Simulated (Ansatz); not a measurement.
A crystal relaxed with r2SCAN+rVV10 in the plane-wave code Ansatz has space group P6_3/mmc (No. 194) and a = 3.173 Å, c = 12.436 Å.

```json
{"atom": "Mo", "site": "2c", "x": "0.3333", "y": "0.6667", "z": "0.2500"}
{"atom": "Xx", "site": "4f", "x": "0.3333", "y": "0.6667", "z": "0.6249"}
```

With r2SCAN the valence top lies at Γ and the conduction bottom at K–Γ (0.47 of the way from K), 1.03 eV higher; the smallest vertical gap, at K, is 1.74 eV. With HSE06 the valence top lies at Γ and the conduction bottom at K, 1.48 eV higher; the smallest vertical gap, at K, is 2.09 eV. A second conduction valley, at K–Γ (0.47 of the way from K), lies only 14 meV higher, so their order isn't settled. Meshes: r2SCAN 12×12×2, HSE06 6×6×2. r2SCAN's ε∞ is 14.7 along x and y, 5.8 along z.

Task: Which element is Xx?
A. S
B. Se
C. Te
D. O

Result: A. Xx is S: MoS2 (started from an entry of an open crystallographic database). Around Mo lie 6 S at 2.40 Å; around S lie 3 Mo at 2.40 Å.

Calculated for a static, non-magnetic cell.

Spin-orbit coupling is left out.

Where an edge lies off the special points, it is a point of the mesh or the k point where a search put PBE's edge or least direct gap, reused for the other functionals, whose own edges may lie a little apart.

The meshes of the hybrids are coarse, so their gaps aren't converged to the digits shown.
